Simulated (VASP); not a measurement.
The system is Pb.

```
Pb
1.0
    -1.97966    1.97966    1.97966
     1.97966   -1.97966    1.97966
     1.97966    1.97966   -1.97966
Pb
1
Cartesian
  0.0000 0.0000 0.0000
```

This isn't the form of Pb at room conditions, which is fcc.

| Item | Value |
| --- | --- |
| Program | VASP 6.6.1 |
| Task | single point |
| Functional | PBEsol |
| Potentials or basis | VASP PAW PBE potentials, release 64 (Pb_d) |
| Cutoff | 520 eV |
| k mesh | 9 × 9 × 9 |
| Occupations | fermi-dirac, width 0.05 eV |
| Spin | no spin polarisation |

On this cell: pressure -2.0 GPa; band gap on the k mesh none (metal or under the smearing width).

The same run follows on a disturbed copy (cell strained at random at fixed volume):

```
CELL_PARAMETERS angstrom
-2.06690 2.05040 2.08125
1.99925 -1.93748 1.90067
1.99103 1.86160 -1.96833
ATOMIC_POSITIONS crystal
Pb 0.00466 0.99633 0.00314
```

Problem. What does the disturbed cell give?

Solution. The energy (extrapolated to zero smearing) moves by +3.8 meV/atom; pressure -1.4 GPa; band gap on the k mesh none (metal or under the smearing width).

Stress tensor (GPa, compression positive):
```
-1.33  0.25  0.28
 0.25 -1.52 -0.33
 0.28 -0.33 -1.26
```

Caveats: the PAW data sets were made with another functional, which shifts forces and pressure a little.
